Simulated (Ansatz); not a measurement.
# AlRu under strains and displacements

All numbers below come from DFT PBE, scalar-relativistic, plane waves, PAW in Ansatz.

Plane waves to 420 eV, a k mesh through Γ of 14×14×14 on the computed 2-atom cell and Gaussian smearing (0.10 eV); no spin polarisation.

Reference cell:

```
Al Ru
1.0
     2.99160    0.00000    0.00000
     0.00000    2.99160    0.00000
     0.00000    0.00000    2.99160
Al Ru
1 1
Direct
  0.00000 0.00000 0.00000
  0.50000 0.50000 0.50000
```

Each variant moves atoms of this cell by the vectors given, if any (Å), and then applies a symmetric strain (tensor components, Cartesian axes). The reference cell isn't relaxed at this level. Energies are per atom at zero smearing, counted from the lowest variant. Pressure is positive in compression.

1. strain (xx yy zz yz xz xy, %) -2.04 -2.04 -2.04 0.00 0.00 0.00
2. strain (xx yy zz yz xz xy, %) -3.03 -3.03 -3.03 0.00 0.00 0.00
3. strain (xx yy zz yz xz xy, %) 4.40 4.40 4.40 0.00 0.00 0.00

Task: Order the variants by energy, lowest first.

Result: 1 (0.0 meV/atom), 2 (52.7 meV/atom), 3 (57.2 meV/atom).

Task: Order them by pressure, highest first.

Result: 2 (26.85 GPa), 1 (17.75 GPa), 3 (-18.31 GPa).